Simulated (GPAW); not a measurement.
Runs of GPAW 26.7.0 on Bi. Symmetry: R-3m, No. 166, trigonal system. Conventional cell: a = 4.535 Å, b = 4.535 Å, c = 11.814 Å, α = 90.00°, β = 90.00°, γ = 120.00°. Around Bi (site symmetry 3m) lie 6 Bi at 3.06 to 3.52 Å. 

| task | level | potentials or basis | spin | k mesh | smearing | band path | band points | spin axis theta (degrees) | spin axis phi (degrees) | soc after scf | gap on the mesh (eV) | pressure (GPa) | largest force (eV/Å) |
| --- | --- | --- | --- | --- | --- | --- | --- | --- | --- | --- | --- | --- | --- |
| single point | PBEsol | PAW data sets generated in the run's folder for this functional, pw | off | 7 × 7 × 7 | gaussian 0.02 eV | - | - | - | - | - | 0.27 | -0.4 | 0.12 |
| band structure | vdW-DF | GPAW PAW data sets (gpaw-data 1.2.1), pw | SOC, no magnetisation | 5 × 5 × 5 | fermi-dirac 0.05 eV | GLB1,BZGX,QFP1Z,LP | 80 | 90 | 0 | second variation | - | - | (a) |
| band structure | WC | PAW data sets generated in the run's folder for this functional, pw | SOC, no magnetisation | 5 × 5 × 5 | fermi-dirac 0.05 eV | GLB1,BZGX,QFP1Z,LP | 100 | 90 | 45 | second variation | - | -0.5 | 0.02 |
| single point | LDA | the program's PAW data sets (release 1.2.1) made for this functional, pw | off | 7 × 7 × 7 | gaussian 0.02 eV | - | - | - | - | - | 0.27 | -1.7 | (b) |

Alike in all rows: cell as given; cutoff (eV) 600.

Task: Fill in the values left out.

Result: (a) 0.21; (b) 0.03.

Caveats: spin-orbit coupling is left out, which as a rule narrows the gap of such compounds by several tenths of an eV (some runs); an odd mesh through Γ misses points on the zone boundary, where band edges often lie (some runs); spin-orbit coupling was added after a scalar SCF, so levels and gaps hold it while energy, forces, pressure and moments don't (some runs); this program's spin-orbit splittings come out too wide for heavy elements (some runs); the PAW data sets were made with another functional, which shifts forces and pressure a little (some runs).

A k mesh can miss the band edges, and rows without SOC leave out spin-orbit coupling on Bi.

Runs at the PBE level aren't shown here.
